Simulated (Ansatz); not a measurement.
Density of states of FeO (Fm-3m, a = 4.309 Å, b = 4.309 Å, c = 4.309 Å, α = 90.00°, β = 90.00°, γ = 90.00°), in states per eV and primitive cell, averaged over bins of 0.5 eV. Theory: DFT PBE, scalar-relativistic, plane waves, PAW in Ansatz.

Settings: cutoff 420 eV, Γ-centred mesh 16×16×16 on the computed 2-atom cell, Gaussian smearing of 0.10 eV; collinear spin from starting moments 3.79 0.35 μB.

The cell is relaxed at this level. The states (both spins) are summed by tetrahedra on a 24×24×24 mesh at the self-consistent density. Energies are bin centres; the table starts no lower than −8 eV and ends at 6 eV, or lower where the solved bands end.

It is a metal at this level.

```csv
E − E_F (eV),total,Fe 3d down,Fe 3d up,O 2p down,O 2p up,Fe 4s up,Fe 4s down
-7.80,1.06,0.03,0.18,0.12,0.57,0.11,0.03
-7.30,1.07,0.07,0.10,0.36,0.40,0.04,0.08
-6.80,2.04,0.09,0.39,0.73,0.66,0.01,0.10
-6.30,2.00,0.04,0.72,0.23,0.95,0.01,0.02
-5.80,1.44,0.10,0.32,0.49,0.48,0.00,0.01
-5.30,1.99,0.33,0.16,1.16,0.29,0.00,0.01
-4.80,1.38,0.23,0.06,1.01,0.06,0.00,0.00
-4.30,0.66,0.07,0.16,0.39,0.04,0.00,0.00
-3.80,0.94,0.02,0.72,0.13,0.07,0.00,0.00
-3.30,2.40,0.00,2.27,0.02,0.09,0.01,0.00
-2.80,3.09,0.00,2.64,0.00,0.37,0.04,0.00
-2.30,1.12,0.00,0.78,0.00,0.27,0.02,0.00
-1.80,0.91,0.10,0.49,0.01,0.28,0.01,0.00
-1.30,1.00,0.23,0.41,0.02,0.31,0.01,0.00
-0.80,1.23,0.50,0.35,0.04,0.33,0.00,0.00
-0.30,1.15,0.88,0.09,0.06,0.10,0.00,0.01
0.20,1.93,1.81,0.00,0.09,0.00,0.00,0.01
0.70,2.66,2.49,0.00,0.13,0.00,0.01,0.02
1.20,1.30,1.09,0.00,0.09,0.00,0.01,0.03
1.70,1.00,0.76,0.00,0.14,0.01,0.02,0.03
2.20,0.89,0.62,0.00,0.18,0.01,0.02,0.02
2.70,0.58,0.35,0.00,0.14,0.01,0.03,0.02
3.20,0.12,0.00,0.00,0.01,0.02,0.04,0.02
3.70,0.18,0.00,0.00,0.02,0.03,0.06,0.03
4.20,0.28,0.01,0.00,0.02,0.03,0.08,0.04
4.70,0.37,0.01,0.00,0.03,0.03,0.09,0.06
5.20,0.46,0.01,0.00,0.03,0.04,0.15,0.07
5.70,0.50,0.01,0.00,0.03,0.03,0.17,0.08
```

The columns after the total are the main Löwdin projections on the occupied valence shells of the potentials; 2 others are left out. The rest of the total lies in those, in shells that are empty in the free atom, which aren't projected, and between the atoms.

The cell holds one magnetic atom, so it can only be ferromagnetic; an antiferromagnetic order may lie lower.

Only this magnetic start was tried.